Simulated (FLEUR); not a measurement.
# CdSe (F-43m) in FLEUR: a series of runs

The runs below take CdSe through band structure, equation of state, with PBE.

Everything below comes from runs of FLEUR MaX-R8.1 (later development tree). Logs are shortened: lines on timing, memory, paths and dates and some standing lists are left out, and cuts for length are marked.

## Step 1: The structure

Symmetry: F-43m, No. 216, cubic system. The conventional cell has a = 6.141 Å, b = 6.141 Å, c = 6.141 Å, α = 90.00°, β = 90.00°, γ = 90.00°. Around Cd (site symmetry -43m) lie 4 Se at 2.66 Å. Around Se (site symmetry -43m) lie 4 Cd at 2.66 Å.

Measurements of this composition are mostly on another form, of space group No. 186.

## Step 2: Band structure, PBE

inp.xml reads:

```xml
<?xml version="1.0" encoding="UTF-8" standalone="no"?>
<fleurInput fleurInputVersion="0.39">
   <comment>
      CdSe                                                                                                
   </comment>
   <calculationSetup>
      <cutoffs Kmax="4.5" Gmax="22.5" GmaxXC="22.5" numbands="0"/>
      <scfLoop itmax="60" minDistance="0.00001" maxIterBroyd="15" imix="Anderson" alpha="0.05" precondParam="0.0" spinf="2.0" sdNocoIR="T"/>
      <coreElectrons ctail="T" frcor="F" kcrel="0" coretail_lmax="0"/>
      <xcFunctional name="pbe" relativisticCorrections="F"/>
      <magnetism jspins="1"/>
      <soc l_soc="F" theta="0.0" phi="0.0" spav="F"/>
      <expertModes spex="0" secvar="F"/>
      <geometryOptimization l_f="F" forcealpha="1.0" forcemix="BFGS" epsdisp="0.00001" epsforce="0.00001"/>
      <ldaU l_linMix="F" mixParam="0.05" spinf="1.0"/>
   </calculationSetup>
   <cell>
      <bzIntegration valenceElectrons="36.0" mode="hist" fermiSmearingEnergy="0.00183747">
         <kPointListSelection listName="default-1"/>
         <!-- k-points included here -->
         <xi:include xmlns:xi="http://www.w3.org/2001/XInclude" href="kpts.xml"> </xi:include>
      </bzIntegration>
      <!-- symmetry operations included here -->
      <xi:include xmlns:xi="http://www.w3.org/2001/XInclude" href="sym.xml"> </xi:include>
      <bulkLattice scale="1.0">
         <bravaisMatrix>
[... 29 lines left out ...]
         </electronConfig>
         <energyParameters s="4" p="4" d="4" f="4"/>
         <lo type="SCLO" l="2" n="3" eDeriv="0"/>
         <lo type="SCLO" l="0" n="4" eDeriv="2"/>
         <lo type="SCLO" l="1" n="4" eDeriv="2"/>
         <lo type="SCLO" l="3" n="4" eDeriv="2"/>
      </species>
   </atomSpecies>
   <atomGroups>
      <atomGroup species="Cadmium (Cd)">
         <relPos label="                   1">.0000000000 .0000000000 .0000000000</relPos>
         <force calculate="T" relaxXYZ="TTT"/>
      </atomGroup>
      <atomGroup species="Selenium (Se)">
         <relPos label="                   2">1.000/4.000 1.000/4.000 1.000/4.000</relPos>
         <force calculate="T" relaxXYZ="TTT"/>
      </atomGroup>
   </atomGroups>
   <output dos="F" band="F" slice="F">
      <checks vchk="F" cdinf="F"/>
      <bandDOS minEnergy="-.5*Htr" maxEnergy="0.5*Htr" sigma="0.015" storeEVData="T"/>
      <vacuumDOS vacdos="F" integ="F" star="F" nstars="0" locx1="0.0" locy1="0.0" locx2="0.0" locy2="0.0" nstm="0" tworkf="0.0"/>
      <unfoldingBand unfoldBand="F" supercellX="1" supercellY="1" supercellZ="1"/>
      <plotting iplot="0" polar="F">
         <plot TwoD="T" vec1="  1.0  0.0  0.0" vec2="  0.0  1.0  0.0" vec3="  0.0  0.0  1.0" zero="  0.0  0.0  0.0" file="plot"/>
      </plotting>
      <chargeDensitySlicing numkpt="0" minEigenval="0.0" maxEigenval="0.0" nnne="0" pallst="F"/>
      <specialOutput eonly="F"/>
      <moessbauerParams electricFieldGradient="T" isomerShift="T" coreHyperfine="T" valenceHyperfine="T"/>
      <magneticCircularDichroism mcd="F" energyLo="-10.0" energyUp="0.0"/>
   </output>
  <!-- We include the file relax.xml here to enable relaxations (see documentation) -->
  <xi:include xmlns:xi="http://www.w3.org/2001/XInclude" href="relax.xml"> <xi:fallback/> </xi:include>
</fleurInput>
```

crystal.txt reads:

```
CdSe
&input cartesian=F /
0.0000000000  3.0702711986  3.0702711986
3.0702711986  0.0000000000  3.0702711986
3.0702711986  3.0702711986  0.0000000000
1.8897261246
1.0 1.0 1.0

2
48 0.0000000000  0.0000000000  0.0000000000
34 0.2500000000  0.2500000000  0.2500000000

&kpt div1=8 div2=8 div3=8 gamma=T /
```

inp.xml (bands) reads:

```
<?xml version="1.0" encoding="UTF-8" standalone="no"?>
<fleurInput fleurInputVersion="0.39">
   <comment>
      CdSe                                                                                                
   </comment>
   <calculationSetup>
      <cutoffs Kmax="4.5" Gmax="22.5" GmaxXC="22.5" numbands="0"/>
      <scfLoop itmax="60" minDistance="0.00001" maxIterBroyd="15" imix="Anderson" alpha="0.05" precondParam="0.0" spinf="2.0" sdNocoIR="T"/>
      <coreElectrons ctail="T" frcor="F" kcrel="0" coretail_lmax="0"/>
      <xcFunctional name="pbe" relativisticCorrections="F"/>
      <magnetism jspins="1"/>
      <soc l_soc="F" theta="0.0" phi="0.0" spav="F"/>
      <expertModes spex="0" secvar="F"/>
      <geometryOptimization l_f="F" forcealpha="1.0" forcemix="BFGS" epsdisp="0.00001" epsforce="0.00001"/>
      <ldaU l_linMix="F" mixParam="0.05" spinf="1.0"/>
   </calculationSetup>
   <cell>
      <bzIntegration valenceElectrons="36.0" mode="hist" fermiSmearingEnergy="0.00183747">
         <kPointListSelection listName="path-1"/>
         <!-- k-points included here -->
         <xi:include xmlns:xi="http://www.w3.org/2001/XInclude" href="kpts.xml"> </xi:include>
      </bzIntegration>
      <!-- symmetry operations included here -->
      <xi:include xmlns:xi="http://www.w3.org/2001/XInclude" href="sym.xml"> </xi:include>
      <bulkLattice scale="1.0">
[... 29 lines left out ...]
            <stateOccupation state="(4p3/2)" spinUp="1.333333" spinDown="1.333333"/>
         </electronConfig>
         <energyParameters s="4" p="4" d="4" f="4"/>
         <lo type="SCLO" l="2" n="3" eDeriv="0"/>
         <lo type="SCLO" l="0" n="4" eDeriv="2"/>
         <lo type="SCLO" l="1" n="4" eDeriv="2"/>
         <lo type="SCLO" l="3" n="4" eDeriv="2"/>
      </species>
   </atomSpecies>
   <atomGroups>
      <atomGroup species="Cadmium (Cd)">
         <relPos label="                   1">.0000000000 .0000000000 .0000000000</relPos>
         <force calculate="T" relaxXYZ="TTT"/>
      </atomGroup>
      <atomGroup species="Selenium (Se)">
         <relPos label="                   2">1.000/4.000 1.000/4.000 1.000/4.000</relPos>
         <force calculate="T" relaxXYZ="TTT"/>
      </atomGroup>
   </atomGroups>
   <output dos="F" band="T" slice="F">
      <checks vchk="F" cdinf="F"/>
      <bandDOS minEnergy="-.5*Htr" maxEnergy="0.5*Htr" sigma="0.015" storeEVData="T"/>
      <vacuumDOS vacdos="F" integ="F" star="F" nstars="0" locx1="0.0" locy1="0.0" locx2="0.0" locy2="0.0" nstm="0" tworkf="0.0"/>
      <unfoldingBand unfoldBand="F" supercellX="1" supercellY="1" supercellZ="1"/>
      <plotting iplot="0" polar="F">
         <plot TwoD="T" vec1="  1.0  0.0  0.0" vec2="  0.0  1.0  0.0" vec3="  0.0  0.0  1.0" zero="  0.0  0.0  0.0" file="plot"/>
      </plotting>
      <chargeDensitySlicing numkpt="0" minEigenval="0.0" maxEigenval="0.0" nnne="0" pallst="F"/>
      <specialOutput eonly="F"/>
      <moessbauerParams electricFieldGradient="T" isomerShift="T" coreHyperfine="T" valenceHyperfine="T"/>
      <magneticCircularDichroism mcd="F" energyLo="-10.0" energyUp="0.0"/>
   </output>
  <!-- We include the file relax.xml here to enable relaxations (see documentation) -->
  <xi:include xmlns:xi="http://www.w3.org/2001/XInclude" href="relax.xml"> <xi:fallback/> </xi:include>
</fleurInput>
```

Potentials or basis: all-electron, FLAPW.

Started as:

```sh
$ inpgen -f crystal.txt -profile moderate
$ # inp.xml edited to the form shown
$ fleur_MPI
$ fleur_MPI   # second run, on inp.xml (bands)
```

Output:

```text
Welcome to FLEUR        (www.flapw.de)
      MaX-Release 8.1          (www.max-centre.eu)

 ========== k-point set info ==========
 Selected k-point list: default-1
 k-point list type: mesh
 8 x 8 x 8
 Number of k points: 29

 ------------Calculation Setup---------------------------
 Number of MPI-tasks      :            1
 Number of PE/node        :            1
 Number of OMP-threads    :            1
 Most efficient MPI parallelization for:
           1          29
 Additional eigenvalue parallelization possible
 Number of basis functions:          690
 Approximate size of matrices (H+S) per k-point:         0.014 GB
 --------------------------------------------------------
 Iteration:     1   Distance:       6.04878890 me/bohr^3
 Iteration:     2   Distance:       5.48285261 me/bohr^3
 Iteration:     3   Distance:       3.22796006 me/bohr^3
 Iteration:     4   Distance:       1.23419244 me/bohr^3
 Iteration:     5   Distance:       0.94263423 me/bohr^3
 Iteration:     6   Distance:       0.17182029 me/bohr^3
 Iteration:     7   Distance:       0.11774564 me/bohr^3
 Iteration:     8   Distance:       0.05732841 me/bohr^3
 Iteration:     9   Distance:       0.00655764 me/bohr^3
 Iteration:    10   Distance:       0.00554281 me/bohr^3
 Iteration:    11   Distance:       0.00056667 me/bohr^3
 Iteration:    12   Distance:       0.00052774 me/bohr^3
 Iteration:    13   Distance:       0.00016459 me/bohr^3
 Iteration:    14   Distance:       0.00001544 me/bohr^3
 Iteration:    15   Distance:       0.00001085 me/bohr^3
 Iteration:    16   Distance:       0.00001028 me/bohr^3
 Iteration:    17   Distance:       0.00000348 me/bohr^3

 ********************************************************************
 Run finished successfully
 Stop message:
   all done
 ********************************************************************
```

Wall time 3.3 min (1 thread of Arm Neoverse V1, shared host); peak memory 0.14 GiB.

What came out:

| Property | Result |
| --- | --- |
| Free energy | -218406.9566 eV |
| Band gap on the k mesh | 0.55 eV, direct |
| Band gap along the path | 0.55 eV, direct |
| Valence electrons inside the program's atomic spheres | Cd 18.46; Se 13.72 (radii Cd 2.52, Se 2.14 bohr) |

Levels at the corners of the path, in eV from the valence-band top:
```csv
point,band 15,band 16,band 17,band 18,band 19,band 20,band 21,band 22
Γ,-7.49,0.00,0.00,0.00,0.55,5.94,5.94,5.94
X,-7.16,-3.95,-1.75,-1.75,3.20,3.74,8.96,10.05
W,-7.05,-3.85,-2.12,-2.09,4.91,5.22,6.42,7.60
K,-7.08,-3.88,-2.39,-1.44,3.72,5.09,8.19,8.52
Γ,-7.49,0.00,0.00,0.00,0.55,5.94,5.94,5.94
L,-7.22,-4.22,-0.71,-0.71,2.36,6.45,6.45,7.32
U,-7.08,-3.88,-2.39,-1.44,3.72,5.09,8.19,8.52
W,-7.05,-3.85,-2.12,-2.09,4.91,5.22,6.42,7.60
L,-7.22,-4.22,-0.71,-0.71,2.36,6.45,6.45,7.32
K,-7.08,-3.88,-2.39,-1.44,3.72,5.09,8.19,8.52
U,-7.08,-3.88,-2.39,-1.44,3.72,5.09,8.19,8.52
X,-7.16,-3.95,-1.75,-1.75,3.20,3.74,8.96,10.05
```

Core levels (eV from the Fermi level):
```tsv
atom	levels
1 Cd	1s1/2 -26506.0, 2s1/2 -3930.7, 2p1/2 -3658.9, 2p3/2 -3466.4, 3s1/2 -729.4, 3p1/2 -620.5, 3p3/2 -586.1, 3d3/2 -393.5, 3d5/2 -386.5
2 Se	1s1/2 -12494.7, 2s1/2 -1600.2, 2p1/2 -1434.9, 2p3/2 -1393.1, 3s1/2 -207.2, 3p1/2 -150.7, 3p3/2 -144.8
```

PBE gaps usually lie below the measured ones, often by a third to a half.

## Step 3: Equation of state, PBE, 27.21 Å³/atom (volume scaled by 0.94)

Changes to inp.xml since step 2:

```diff
@@ -24,3 +24,3 @@
       <xi:include xmlns:xi="http://www.w3.org/2001/XInclude" href="sym.xml"> </xi:include>
-      <bulkLattice scale="1.0">
+      <bulkLattice scale="0.9795861087">
          <bravaisMatrix>
@@ -34,3 +34,3 @@
       <species name="Cadmium (Cd)" element="Cd" atomicNumber="48">
-         <mtSphere radius="2.52" gridPoints="833" logIncrement="0.015"/>
+         <mtSphere radius="2.44" gridPoints="833" logIncrement="0.015"/>
          <atomicCutoffs lmax="10" lnonsphr="8"/>
@@ -48,3 +48,3 @@
       <species name="Selenium (Se)" element="Se" atomicNumber="34">
-         <mtSphere radius="2.14" gridPoints="707" logIncrement="0.018"/>
+         <mtSphere radius="2.07" gridPoints="707" logIncrement="0.018"/>
          <atomicCutoffs lmax="8" lnonsphr="6"/>
```

Potentials or basis: all-electron, FLAPW.

Started as:

```sh
$ inpgen -f crystal.txt -profile moderate
$ # inp.xml edited to the form shown
$ fleur_MPI
```

Output:

```text
Welcome to FLEUR        (www.flapw.de)
      MaX-Release 8.1          (www.max-centre.eu)

 ========== k-point set info ==========
 Selected k-point list: default-1
 k-point list type: mesh
 8 x 8 x 8
 Number of k points: 29

 ------------Calculation Setup---------------------------
 Number of MPI-tasks      :            1
 Number of PE/node        :            1
 Number of OMP-threads    :            1
 Most efficient MPI parallelization for:
           1          29
 Additional eigenvalue parallelization possible
 Number of basis functions:          658
 Approximate size of matrices (H+S) per k-point:         0.013 GB
 --------------------------------------------------------
 Iteration:     1   Distance:       6.24097197 me/bohr^3
 Iteration:     2   Distance:       5.65463833 me/bohr^3
 Iteration:     3   Distance:       3.27559539 me/bohr^3
 Iteration:     4   Distance:       1.21565023 me/bohr^3
 Iteration:     5   Distance:       0.93869215 me/bohr^3
 Iteration:     6   Distance:       0.18187334 me/bohr^3
 Iteration:     7   Distance:       0.09795409 me/bohr^3
 Iteration:     8   Distance:       0.05632312 me/bohr^3
 Iteration:     9   Distance:       0.00553314 me/bohr^3
 Iteration:    10   Distance:       0.00534563 me/bohr^3
 Iteration:    11   Distance:       0.00051421 me/bohr^3
 Iteration:    12   Distance:       0.00033982 me/bohr^3
 Iteration:    13   Distance:       0.00016021 me/bohr^3
 Iteration:    14   Distance:       0.00001462 me/bohr^3
 Iteration:    15   Distance:       0.00001182 me/bohr^3
 Iteration:    16   Distance:       0.00001115 me/bohr^3
 Iteration:    17   Distance:       0.00000439 me/bohr^3

 ********************************************************************
 Run finished successfully
 Stop message:
   all done
 ********************************************************************
```

It took 2.7 min on 1 thread of Arm Neoverse V1, shared host; peak memory 0.13 GiB.

Results:

```yaml
Free_energy: -218406.8837 eV
Band_gap_on_the_k_mesh: 0.68 eV, direct
Valence_electrons_inside_the_program's_atomic_spheres: Cd 18.34; Se 13.51 (radii Cd 2.44, Se 2.07 bohr)
```

## Step 4: Equation of state, PBE, 27.78 Å³/atom (volume scaled by 0.96)

Changes to inp.xml since step 3:

```diff
@@ -24,3 +24,3 @@
       <xi:include xmlns:xi="http://www.w3.org/2001/XInclude" href="sym.xml"> </xi:include>
-      <bulkLattice scale="0.9795861087">
+      <bulkLattice scale="0.9864848297">
          <bravaisMatrix>
```

Started as:

```sh
$ inpgen -f crystal.txt -profile moderate
$ # inp.xml edited to the form shown
$ fleur_MPI
```

Run time: 2.8 min. Hardware: 1 thread of Arm Neoverse V1, shared host; peak memory 0.13 GiB.

It converged, with:

```yaml
Free_energy: -218406.9145 eV
Band_gap_on_the_k_mesh: 0.63 eV, direct
Valence_electrons_inside_the_program's_atomic_spheres: Cd 18.32; Se 13.50 (radii Cd 2.44, Se 2.07 bohr)
```

## Step 5: Equation of state, PBE, 28.94 Å³/atom

Changes to inp.xml since step 4:

```diff
@@ -24,3 +24,3 @@
       <xi:include xmlns:xi="http://www.w3.org/2001/XInclude" href="sym.xml"> </xi:include>
-      <bulkLattice scale="0.9864848297">
+      <bulkLattice scale="1.0000000000">
          <bravaisMatrix>
```

Started as:

```sh
$ inpgen -f crystal.txt -profile moderate
$ # inp.xml edited to the form shown
$ fleur_MPI
```

Run time: 2.8 min. Hardware: 1 thread of Arm Neoverse V1, shared host; peak memory 0.14 GiB.

The run converged. Its results:

```yaml
Free_energy: -218406.9492 eV
Band_gap_on_the_k_mesh: 0.55 eV, direct
Valence_electrons_inside_the_program's_atomic_spheres: Cd 18.29; Se 13.48 (radii Cd 2.44, Se 2.07 bohr)
```

## Step 6: Equation of state, PBE, 30.10 Å³/atom (volume scaled by 1.04)

Changes to inp.xml since step 5:

```diff
@@ -24,3 +24,3 @@
       <xi:include xmlns:xi="http://www.w3.org/2001/XInclude" href="sym.xml"> </xi:include>
-      <bulkLattice scale="1.0000000000">
+      <bulkLattice scale="1.0131594038">
          <bravaisMatrix>
```

Potentials or basis: all-electron, FLAPW.

Started as:

```sh
$ inpgen -f crystal.txt -profile moderate
$ # inp.xml edited to the form shown
$ fleur_MPI
```

Wall time 3 min (1 thread of Arm Neoverse V1, shared host); peak memory 0.14 GiB.

The run converged. Its results:

```
Free energy                                           : -218406.9544 eV
Band gap on the k mesh                                : 0.47 eV, direct
Valence electrons inside the program's atomic spheres : Cd 18.26; Se 13.46 (radii Cd 2.44, Se 2.07 bohr)
```

## Step 7: Equation of state, PBE, 30.68 Å³/atom (volume scaled by 1.06)

Changes to inp.xml since step 6:

```diff
@@ -24,3 +24,3 @@
       <xi:include xmlns:xi="http://www.w3.org/2001/XInclude" href="sym.xml"> </xi:include>
-      <bulkLattice scale="1.0131594038">
+      <bulkLattice scale="1.0196128224">
          <bravaisMatrix>
```

Started as:

```sh
$ inpgen -f crystal.txt -profile moderate
$ # inp.xml edited to the form shown
$ fleur_MPI
```

Wall time 3.3 min (1 thread of Arm Neoverse V1, shared host); peak memory 0.14 GiB.

It converged, with:

```yaml
Free_energy: -218406.9477 eV
Band_gap_on_the_k_mesh: 0.43 eV, direct
Valence_electrons_inside_the_program's_atomic_spheres: Cd 18.25; Se 13.45 (radii Cd 2.44, Se 2.07 bohr)
```

## Step 8: Equation of state, PBE

No new run: the results of the series are fitted here.

Results:

```yaml
Equilibrium_volume: 29.74 Å³/atom
Bulk_modulus: 45 GPa
Pressure_derivative_of_the_bulk_modulus: "4.8 (rough: it moves with the points fitted)"
```

Energy against volume, from the lowest point:
```csv
volume (Å³/atom),energy (meV/atom)
27.206,35.37
27.784,19.95
28.942,2.62
30.100,0.00
30.679,3.35
```
